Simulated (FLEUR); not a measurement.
# KF (Carobbiite) (Fm-3m) in FLEUR: further runs

Aim: see how the results for KF (Carobbiite) move with the level of theory and the settings. Levels: PBE, RPBE, LDA (Wigner correlation). Tasks: band structure, density of states.

All numbers are computed with FLEUR MaX-R8.1 (patched build s14); they aren't measurements. Logs are shortened: lines on timing, memory, paths and dates and some standing lists are left out, and cuts for length are marked.

### Step 1. The structure

It takes space group Fm-3m (No. 225, cubic). Conventional cell: a = 5.344 Å, b = 5.344 Å, c = 5.344 Å, α = 90.00°, β = 90.00°, γ = 90.00°. K (site symmetry m-3m) is surrounded by 6 F at 2.67 Å. F (site symmetry m-3m) is surrounded by 6 K at 2.67 Å.

### Step 2. Band structure, PBE (atoms moved at random, drawn with an rms of 0.15 Å)

inp.xml

```xml
<?xml version="1.0" encoding="UTF-8" standalone="no"?>
<fleurInput fleurInputVersion="0.39">
   <comment>
      KF                                                                                                  
   </comment>
   <calculationSetup>
      <cutoffs Kmax="3.5" Gmax="17.5" GmaxXC="17.5" numbands="0"/>
      <scfLoop itmax="60" minDistance="0.00001" maxIterBroyd="15" imix="Anderson" alpha="0.05" precondParam="0.0" spinf="2.0"/>
      <coreElectrons ctail="T" frcor="F" kcrel="0" coretail_lmax="0"/>
      <xcFunctional name="pbe" relativisticCorrections="F"/>
      <magnetism jspins="1"/>
      <soc l_soc="F" theta="0.0" phi="0.0" spav="F"/>
      <expertModes spex="0" secvar="F"/>
      <geometryOptimization l_f="F" forcealpha="1.0" forcemix="BFGS" epsdisp="0.00001" epsforce="0.00001"/>
      <ldaU l_linMix="F" mixParam="0.05" spinf="1.0"/>
   </calculationSetup>
   <cell>
      <bzIntegration valenceElectrons="16.0" mode="gauss" fermiSmearingEnergy="0.00183747">
         <kPointListSelection listName="default-1"/>
         <!-- k-points included here -->
         <xi:include xmlns:xi="http://www.w3.org/2001/XInclude" href="kpts.xml"> </xi:include>
      </bzIntegration>
      <!-- symmetry operations included here -->
      <xi:include xmlns:xi="http://www.w3.org/2001/XInclude" href="sym.xml"> </xi:include>
      <bulkLattice scale="1.0">
         <bravaisMatrix>
            <row-1>    0.0000000000000000     5.0490647460125100     5.0490647460125100</row-1>
            <row-2>    5.0490647460125100     0.0000000000000000     5.0490647460125100</row-2>
            <row-3>    5.0490647460125100     5.0490647460125100     0.0000000000000000</row-3>
         </bravaisMatrix>
      </bulkLattice>
   </cell>
   <atomSpecies>
      <species name="Potassium (K)" element="K" atomicNumber="19">
         <mtSphere radius="2.36" gridPoints="781" logIncrement="0.015"/>
         <atomicCutoffs lmax="8" lnonsphr="6"/>
         <electronConfig flipSpins="F">
            <coreConfig>(1s1/2) (2s1/2) (2p1/2) (2p3/2)</coreConfig>
            <valenceConfig>(3s1/2) (3p1/2) (3p3/2) (4s1/2)</valenceConfig>
            <stateOccupation state="(4s1/2)" spinUp="0.500000" spinDown="0.500000"/>
         </electronConfig>
         <energyParameters s="4" p="3" d="3" f="4"/>
         <lo type="SCLO" l="0" n="3" eDeriv="0"/>
         <lo type="HELO" l="1" n="4" eDeriv="0"/>
         <lo type="HELO" l="1" n="4" eDeriv="1"/>
         <lo type="SCLO" l="2" n="3" eDeriv="2"/>
         <lo type="SCLO" l="3" n="4" eDeriv="2"/>
      </species>
      <species name="Fluorine (F)" element="F" atomicNumber="9">
         <mtSphere radius="1.81" gridPoints="599" logIncrement="0.018"/>
         <atomicCutoffs lmax="6" lnonsphr="4"/>
         <electronConfig flipSpins="F">
            <coreConfig>(1s1/2)</coreConfig>
            <valenceConfig>(2s1/2) (2p1/2) (2p3/2)</valenceConfig>
            <stateOccupation state="(2p1/2)" spinUp="0.833333" spinDown="0.833333"/>
            <stateOccupation state="(2p3/2)" spinUp="1.666667" spinDown="1.666667"/>
         </electronConfig>
         <energyParameters s="2" p="2" d="3" f="4"/>
         <lo type="SCLO" l="0" n="2" eDeriv="2"/>
         <lo type="SCLO" l="1" n="2" eDeriv="2"/>
         <lo type="SCLO" l="2" n="3" eDeriv="2"/>
      </species>
   </atomSpecies>
   <atomGroups>
      <atomGroup species="Potassium (K)">
         <relPos label="                   1">-.0063540000 .0034340000 .0528380000</relPos>
         <force calculate="T" relaxXYZ="TTT"/>
      </atomGroup>
      <atomGroup species="Fluorine (F)">
         <relPos label="                   2">-.4679650000 .4707870000 .4763570000</relPos>
         <force calculate="T" relaxXYZ="TTT"/>
      </atomGroup>
   </atomGroups>
   <output dos="F" band="F" slice="F">
      <checks vchk="F" cdinf="F"/>
      <bandDOS minEnergy="-.5*Htr" maxEnergy="0.5*Htr" sigma="0.015" storeEVData="T"/>
      <vacuumDOS vacdos="F" integ="F" star="F" nstars="0" locx1="0.0" locy1="0.0" locx2="0.0" locy2="0.0" nstm="0" tworkf="0.0"/>
      <unfoldingBand unfoldBand="F" supercellX="1" supercellY="1" supercellZ="1"/>
      <plotting iplot="0" polar="F">
         <plot TwoD="T" vec1="  1.0  0.0  0.0" vec2="  0.0  1.0  0.0" vec3="  0.0  0.0  1.0" zero="  0.0  0.0  0.0" file="plot"/>
      </plotting>
      <chargeDensitySlicing numkpt="0" minEigenval="0.0" maxEigenval="0.0" nnne="0" pallst="F"/>
      <specialOutput eonly="F"/>
      <magneticCircularDichroism mcd="F" energyLo="-10.0" energyUp="0.0"/>
   </output>
  <!-- We include the file relax.xml here to enable relaxations (see documentation) -->
  <xi:include xmlns:xi="http://www.w3.org/2001/XInclude" href="relax.xml"> <xi:fallback/> </xi:include>
</fleurInput>
```

crystal.txt

```
KF
&input cartesian=F /
0.0000000000  2.6718500000  2.6718500000
2.6718500000  0.0000000000  2.6718500000
2.6718500000  2.6718500000  0.0000000000
1.8897261246
1.0 1.0 1.0

2
19 -0.0063540000  0.0034340000  0.0528380000
9 0.5320350000  0.4707870000  0.4763570000

&kpt div1=6 div2=6 div3=6 gamma=T /
```

inp.xml (bands)

```
<?xml version="1.0" encoding="UTF-8" standalone="no"?>
<fleurInput fleurInputVersion="0.39">
   <comment>
      KF                                                                                                  
   </comment>
   <calculationSetup>
      <cutoffs Kmax="3.5" Gmax="17.5" GmaxXC="17.5" numbands="0"/>
      <scfLoop itmax="60" minDistance="0.00001" maxIterBroyd="15" imix="Anderson" alpha="0.05" precondParam="0.0" spinf="2.0"/>
      <coreElectrons ctail="T" frcor="F" kcrel="0" coretail_lmax="0"/>
      <xcFunctional name="pbe" relativisticCorrections="F"/>
      <magnetism jspins="1"/>
      <soc l_soc="F" theta="0.0" phi="0.0" spav="F"/>
      <expertModes spex="0" secvar="F"/>
      <geometryOptimization l_f="F" forcealpha="1.0" forcemix="BFGS" epsdisp="0.00001" epsforce="0.00001"/>
      <ldaU l_linMix="F" mixParam="0.05" spinf="1.0"/>
   </calculationSetup>
   <cell>
      <bzIntegration valenceElectrons="16.0" mode="gauss" fermiSmearingEnergy="0.00183747">
         <kPointListSelection listName="path-1"/>
         <!-- k-points included here -->
         <xi:include xmlns:xi="http://www.w3.org/2001/XInclude" href="kpts.xml"> </xi:include>
      </bzIntegration>
      <!-- symmetry operations included here -->
      <xi:include xmlns:xi="http://www.w3.org/2001/XInclude" href="sym.xml"> </xi:include>
      <bulkLattice scale="1.0">
         <bravaisMatrix>
            <row-1>    0.0000000000000000     5.0490647460125100     5.0490647460125100</row-1>
            <row-2>    5.0490647460125100     0.0000000000000000     5.0490647460125100</row-2>
            <row-3>    5.0490647460125100     5.0490647460125100     0.0000000000000000</row-3>
         </bravaisMatrix>
      </bulkLattice>
   </cell>
   <atomSpecies>
      <species name="Potassium (K)" element="K" atomicNumber="19">
         <mtSphere radius="2.36" gridPoints="781" logIncrement="0.015"/>
         <atomicCutoffs lmax="8" lnonsphr="6"/>
         <electronConfig flipSpins="F">
            <coreConfig>(1s1/2) (2s1/2) (2p1/2) (2p3/2)</coreConfig>
            <valenceConfig>(3s1/2) (3p1/2) (3p3/2) (4s1/2)</valenceConfig>
            <stateOccupation state="(4s1/2)" spinUp="0.500000" spinDown="0.500000"/>
         </electronConfig>
         <energyParameters s="4" p="3" d="3" f="4"/>
         <lo type="SCLO" l="0" n="3" eDeriv="0"/>
         <lo type="HELO" l="1" n="4" eDeriv="0"/>
         <lo type="HELO" l="1" n="4" eDeriv="1"/>
         <lo type="SCLO" l="2" n="3" eDeriv="2"/>
         <lo type="SCLO" l="3" n="4" eDeriv="2"/>
      </species>
      <species name="Fluorine (F)" element="F" atomicNumber="9">
         <mtSphere radius="1.81" gridPoints="599" logIncrement="0.018"/>
         <atomicCutoffs lmax="6" lnonsphr="4"/>
         <electronConfig flipSpins="F">
            <coreConfig>(1s1/2)</coreConfig>
            <valenceConfig>(2s1/2) (2p1/2) (2p3/2)</valenceConfig>
            <stateOccupation state="(2p1/2)" spinUp="0.833333" spinDown="0.833333"/>
            <stateOccupation state="(2p3/2)" spinUp="1.666667" spinDown="1.666667"/>
         </electronConfig>
         <energyParameters s="2" p="2" d="3" f="4"/>
         <lo type="SCLO" l="0" n="2" eDeriv="2"/>
         <lo type="SCLO" l="1" n="2" eDeriv="2"/>
         <lo type="SCLO" l="2" n="3" eDeriv="2"/>
      </species>
   </atomSpecies>
   <atomGroups>
      <atomGroup species="Potassium (K)">
         <relPos label="                   1">-.0063540000 .0034340000 .0528380000</relPos>
         <force calculate="T" relaxXYZ="TTT"/>
      </atomGroup>
      <atomGroup species="Fluorine (F)">
         <relPos label="                   2">-.4679650000 .4707870000 .4763570000</relPos>
         <force calculate="T" relaxXYZ="TTT"/>
      </atomGroup>
   </atomGroups>
   <output dos="F" band="T" slice="F">
      <checks vchk="F" cdinf="F"/>
      <bandDOS minEnergy="-.5*Htr" maxEnergy="0.5*Htr" sigma="0.015" storeEVData="T"/>
      <vacuumDOS vacdos="F" integ="F" star="F" nstars="0" locx1="0.0" locy1="0.0" locx2="0.0" locy2="0.0" nstm="0" tworkf="0.0"/>
      <unfoldingBand unfoldBand="F" supercellX="1" supercellY="1" supercellZ="1"/>
      <plotting iplot="0" polar="F">
         <plot TwoD="T" vec1="  1.0  0.0  0.0" vec2="  0.0  1.0  0.0" vec3="  0.0  0.0  1.0" zero="  0.0  0.0  0.0" file="plot"/>
      </plotting>
      <chargeDensitySlicing numkpt="0" minEigenval="0.0" maxEigenval="0.0" nnne="0" pallst="F"/>
      <specialOutput eonly="F"/>
      <magneticCircularDichroism mcd="F" energyLo="-10.0" energyUp="0.0"/>
   </output>
  <!-- We include the file relax.xml here to enable relaxations (see documentation) -->
  <xi:include xmlns:xi="http://www.w3.org/2001/XInclude" href="relax.xml"> <xi:fallback/> </xi:include>
</fleurInput>
```

Potentials or basis: all-electron, FLAPW.

Run with:

```
$ inpgen -f crystal.txt -profile veryFastHighL
$ # inp.xml edited to the form shown
$ fleur
$ fleur   # second run, on inp.xml (bands)
```

What it wrote:

```text
Welcome to FLEUR        (www.flapw.de)
      MaX-Release 8.1          (www.max-centre.eu)

 ========== k-point set info ==========
 Selected k-point list: default-1
 k-point list type: mesh
 6 x 6 x 6
 Number of k points: 112

 ------------Calculation Setup---------------------------
 Number of OMP-threads    :            1
 Number of basis functions:          264
 Approximate size of matrices (H+S) per k-point:         0.002 GB
 --------------------------------------------------------
 Iteration:     1   Distance:      15.50710994 me/bohr^3
 Iteration:     2   Distance:      13.08437557 me/bohr^3
 Iteration:     3   Distance:       3.88939759 me/bohr^3
 Iteration:     4   Distance:       6.55169001 me/bohr^3
 Iteration:     5   Distance:       1.68915499 me/bohr^3
 Iteration:     6   Distance:       1.17756280 me/bohr^3
 Iteration:     7   Distance:       0.30860490 me/bohr^3
 Iteration:     8   Distance:       0.02778468 me/bohr^3
 Iteration:     9   Distance:       0.03280052 me/bohr^3
 Iteration:    10   Distance:       0.00469778 me/bohr^3
 Iteration:    11   Distance:       0.00232038 me/bohr^3
 Iteration:    12   Distance:       0.00367529 me/bohr^3
 Iteration:    13   Distance:       0.00222244 me/bohr^3
 Iteration:    14   Distance:       0.00009414 me/bohr^3
 Iteration:    15   Distance:       0.00005172 me/bohr^3
 Iteration:    16   Distance:       0.00004285 me/bohr^3
 Iteration:    17   Distance:       0.00002010 me/bohr^3
 Iteration:    18   Distance:       0.00000339 me/bohr^3

 ********************************************************************
 Run finished successfully
 Stop message:
   all done
 ********************************************************************
```

output (bands):

```text
Welcome to FLEUR        (www.flapw.de)
      MaX-Release 8.1          (www.max-centre.eu)

 ========== k-point set info ==========
 Selected k-point list: path-1
 k-point list type: path
 Number of k points: 60

 ------------Calculation Setup---------------------------
 Number of OMP-threads    :            1
 Number of basis functions:          270
 Approximate size of matrices (H+S) per k-point:         0.002 GB
 --------------------------------------------------------
 Fermi energy correction for metals:
 Fermi energy in bands.* files may not be consistent with last density.
 Please correct it manually (e.g. in band.gnu file).

 Note: Band structure data (together with different weights) is also stored in the banddos.hdf file.
       A convenient way of extracting and plotting the data from that file is by making use of the

 ********************************************************************
 Run finished successfully
 Stop message:
   Charge density postprocessing done.
 ********************************************************************
```

out.xml (last iteration):

```text
<iteration numberForCurrentRun="   18" overallNumber="   18">
         <energyParameters units="Htr">
            <atomicEP atomType="1" spin="1" branch="4s" branchLowest="-0.84" branchHighest="3.04" value="0.1722552794"/>
            <atomicEP atomType="1" spin="1" branch="3p" branchLowest="-9.96" branchHighest="-0.15" value="-0.3685378093"/>
            <atomicEP atomType="1" spin="1" branch="3d" branchLowest="-9.99" branchHighest="0.90" value="0.3068739307"/>
            <atomicEP atomType="1" spin="1" branch="4f" branchLowest="-9.99" branchHighest="3.09" value="0.5118589555"/>
            <loAtomicEP atomType="1" spin="1" branch="3s" branchLowest="-12.65" branchHighest="-0.84" value="-0.9725890222"/>
            <heloAtomicEP atomType="1" spin="1" branch="4p" branchLowest="2.22" branchHighest="2.22" value="2.2212350430"/>
            <heloAtomicEP atomType="1" spin="1" branch="4p" branchLowest="2.22" branchHighest="2.22" value="2.2212350430"/>
            <loAtomicEP atomType="1" spin="1" branch="3d" branchLowest="-9.99" branchHighest="0.90" value="0.3068262033"/>
            <loAtomicEP atomType="1" spin="1" branch="4f" branchLowest="-9.99" branchHighest="3.09" value="0.5118575843"/>
            <atomicEP atomType="2" spin="1" branch="2s" branchLowest="-23.91" branchHighest="-0.42" value="-0.7083616931"/>
            <atomicEP atomType="2" spin="1" branch="2p" branchLowest="-9.99" branchHighest="0.32" value="-0.0405732852"/>
            <atomicEP atomType="2" spin="1" branch="3d" branchLowest="-9.99" branchHighest="3.74" value="0.4576098735"/>
            <atomicEP atomType="2" spin="1" branch="4f" branchLowest="-9.99" branchHighest="6.50" value="0.6188315095"/>
            <loAtomicEP atomType="2" spin="1" branch="2s" branchLowest="-23.91" branchHighest="-0.42" value="-0.7083616931"/>
            <loAtomicEP atomType="2" spin="1" branch="2p" branchLowest="-9.99" branchHighest="0.32" value="-0.0412141219"/>
[... 40 lines left out ...]
            <state n="1" l="0" j="0.5" energy="-23.9142948132" weight="1.0000000000"/>
         </coreStates>
         <allElectronCharges>
            <spinDependentCharge spin="1" total="28.0000000" interstitial="1.7330496" mtSpheres="26.2669504"/>
            <totalCharge value="27.9999999981"/>
         </allElectronCharges>
         <totalEnergy                                    value="     -702.1276406980" units="Htr">
            <sumOfEigenvalues                            value="     -396.7849418323">
               <coreElectrons value="-391.0683806430"/>
               <valenceElectrons value="-5.7165611894"/>
            </sumOfEigenvalues>
            <densityCoulombPotentialIntegral value="-1046.3267175071"/>
            <densityEffectivePotentialIntegral value="-1103.0971734113"/>
            <chargeDenXCDenIntegral value="-43.9316893655"/>
            <FockExchangeEnergyValence value="0.0000000000"/>
            <FockExchangeEnergyCore value="0.0000000000"/>
            <atomTypeDependentContributions atomType="1">
               <electronNucleiInteractionDifferentMTs value="713.3283516835"/>
               <MadelungTerm value="-6.5488641144"/>
            </atomTypeDependentContributions>
            <atomTypeDependentContributions atomType="2">
               <electronNucleiInteractionDifferentMTs value="119.6298537160"/>
               <MadelungTerm value="-1.8377546440"/>
            </atomTypeDependentContributions>
            <tkbTimesEntropy value="0.0000000000"/>
            <freeEnergy value="-702.1276406980"/>
            <extrapolationTo0K value="-702.1276406980"/>
         </totalEnergy>
         <densityConvergence units="me/bohr^3">
            <chargeDensity spin="1" distance="0.0000033897"/>
         </densityConvergence>
      </iteration>
```

It took 71 s on 1 thread of AMD EPYC 7B13 (Zen 3), shared host; peak memory 0.15 GiB.

Results:

- Free energy: -19105.8664 eV
- Band gap on the k mesh: 6.17 eV, direct
- Band gap along the path: 6.17 eV, direct
- Valence electrons inside the program's atomic spheres: K 7.58; F 6.68 (radii K 2.36, F 1.81 bohr)

Levels at the corners of the path, in eV from the valence-band top:
```csv
point,band 4,band 5,band 6,band 7,band 8,band 9,band 10,band 11,band 12,band 13
Γ,-9.28,-9.28,-0.04,-0.04,0.00,6.17,10.74,10.89,10.90,12.40
X,-9.49,-9.49,-0.20,-0.14,-0.01,8.47,10.19,11.83,13.63,14.14
W,-9.68,-9.37,-0.37,-0.21,-0.20,9.90,9.93,11.03,13.60,14.15
K,-9.51,-9.44,-0.37,-0.20,-0.16,9.18,10.81,10.96,13.60,13.64
Γ,-9.28,-9.28,-0.04,-0.04,0.00,6.17,10.74,10.89,10.90,12.40
L,-9.35,-9.33,-0.77,-0.34,-0.30,9.12,10.50,12.09,12.23,14.05
U,-9.52,-9.43,-0.35,-0.19,-0.15,9.08,10.66,11.08,13.58,13.68
W,-9.68,-9.37,-0.37,-0.21,-0.20,9.90,9.93,11.03,13.60,14.15
L,-9.35,-9.33,-0.77,-0.34,-0.30,9.12,10.50,12.09,12.23,14.05
K,-9.51,-9.44,-0.37,-0.20,-0.16,9.18,10.81,10.96,13.60,13.64
U,-9.52,-9.43,-0.35,-0.19,-0.15,9.08,10.66,11.08,13.58,13.68
X,-9.49,-9.49,-0.20,-0.14,-0.01,8.47,10.19,11.83,13.63,14.14
```

Core levels (eV from the Fermi level):
```csv
atom,levels
1 K,"1s1/2 -3512.5, 2s1/2 -344.0, 2p1/2 -272.7, 2p3/2 -269.8"
2 F,1s1/2 -650.5
```

(Part 1 of 3 ends here.)
